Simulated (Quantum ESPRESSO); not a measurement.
Here is a Quantum ESPRESSO 7.5 calculation.

The input pw.in:

```
&CONTROL
  calculation = 'scf'
  prefix = 'pwscf'
  outdir = './tmp'
  pseudo_dir = './pseudo'
  tprnfor = .true.
  tstress = .true.
  disk_io = 'nowf'
/
&SYSTEM
  ibrav = 0
  nat = 1
  ntyp = 1
  ecutwfc = 55
  ecutrho = 440
  nbnd = 20
  occupations = 'smearing'
  smearing = 'fd'
  degauss = 0.00367493
  nspin = 2
  starting_magnetization(1) = 0.1905
/
&ELECTRONS
  conv_thr = 2d-10
  electron_maxstep = 120
  mixing_beta = 0.3
/
ATOMIC_SPECIES
Ho   164.9303 Ho.paw.z_21.atompaw.wentzcovitch.v1.2.upf
CELL_PARAMETERS angstrom
  -1.9905175072    1.9905175072    1.9905175072
   1.9905175072   -1.9905175072    1.9905175072
   1.9905175072    1.9905175072   -1.9905175072
ATOMIC_POSITIONS crystal
Ho     0.0000000000    0.0000000000    0.0000000000
K_POINTS automatic
9 9 9 0 0 0
```

Potentials or basis: SSSP 1.3 efficiency PBE.

The run is started by

```sh
$ OMP_NUM_THREADS=1 pw.x -in pw.in > pw.out
```

Task: Predict the pressure.

Result: 0.0 GPa.

Task: Estimate the net moment.

Result: 3.32 μB per cell.

Task: Estimate the site moments.

Result: Ho +3.43 μB.

Task: Predict the absolute moment.

Result: 3.62 μB per cell.

Caveat: the magnetic or orbital state may not be the lowest. The state reached can hang on the start; a lower one may exist.
